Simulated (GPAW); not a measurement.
## KF: equation of state with PBE

Crystal: KF.

```
CELL_PARAMETERS angstrom
3.25895 0.00000 0.00000
0.00000 3.25895 0.00000
0.00000 0.00000 3.25895
ATOMIC_POSITIONS crystal
K 0.00000 0.00000 0.00000
F 0.50000 0.50000 0.50000
```

The cell comes from a database or a generator and needn't be the stable form of this composition.

- Program: GPAW 26.7.0
- Task: equation of state
- Functional: PBE
- Potentials or basis: GPAW PAW data sets (gpaw-data 1.2.1)
- Cutoff: 800 eV
- Basis: pw
- k mesh: 8 × 8 × 8
- Occupations: fermi-dirac, width 0.05 eV
- Spin: no spin polarisation

```json
{"Equilibrium volume": "17.30 Å³/atom", "Bulk modulus": "32 GPa", "Pressure derivative of the bulk modulus": "5.7 (rough: it moves with the points fitted)"}
```

Energy against volume, from the lowest point:
```
volume (Å³/atom)  energy (meV/atom)
          16.268               7.09
          16.614               2.87
          16.960               0.68
          17.306               0.00
          17.652               0.59
          17.999               2.56
          18.345               5.56
```

Wall time 77 s on 1 thread of Intel(R) Xeon(R) Platinum 8559C (Emerald Rapids), on a shared host, peak memory 0.26 GiB.
